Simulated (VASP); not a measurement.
Wanted: the native input for a VASP 6.6.1 run.

| Item | Value |
| --- | --- |
| Task | single point |
| Functional | PBE |
| Potentials or basis | VASP PAW PBE potentials, release 64 (Cd, Si, P) |
| Cutoff | 520 eV |
| k mesh | 4 × 4 × 4 |
| Occupations | gaussian, width 0.1 eV |
| Spin | no spin polarisation |
| Dipole correction | no |
| Further INCAR settings | ALGO = Normal; EDIFF = 1e-06; NBANDS = 36 |

The structure of CdSiP2 lies in POSCAR:

```
CdSiP2
1.0
   -2.8436136200      2.8436136200      5.2485580400
    2.8436136200     -2.8436136200      5.2485580400
    2.8436136200      2.8436136200     -5.2485580400
Cd Si P
2 2 4
Direct
    0.7500000000      0.2500000000      0.5000000000
    0.0000000000      0.0000000000      0.0000000000
    0.5000000000      0.5000000000      0.0000000000
    0.2500000000      0.7500000000      0.5000000000
    0.8750000000      0.8281282800      0.4531283100
    0.1718717100      0.6250000000      0.0468717000
    0.3750000000      0.4218716900      0.5468717200
    0.5781282800      0.1250000000      0.9531282800
```

The cell is a database's computed one.

One way to write it, as run:

INCAR

```
PREC = Accurate
ENCUT = 520
EDIFF = 1E-6
ISMEAR = 0
SIGMA = 0.1
LREAL = F
LASPH = T
NELM = 100
ALGO = Normal
ISIF = 2
LWAVE = F
LCHARG = F
GGA = PE
NBANDS = 36
```

KPOINTS

```
Automatic mesh
0
Gamma
  4 4 4
```

Potentials or basis: VASP PAW PBE potentials, release 64 (Cd, Si, P).

Run with:

```bash
$ cat potpaw_PBE.64/Cd/POTCAR potpaw_PBE.64/Si/POTCAR potpaw_PBE.64/P/POTCAR > POTCAR
$ mpirun -np 1 vasp_std > vasp.out
```

Results of the run:

```yaml
Pressure: 1.8 GPa
Largest_force: 0.067 eV/Å
Band_gap_on_the_k_mesh: 1.39 eV, direct
```

Wall time 58 s on 1 thread of Intel(R) Xeon(R) 6975P-C (Granite Rapids), on a shared host, peak memory 0.37 GiB.
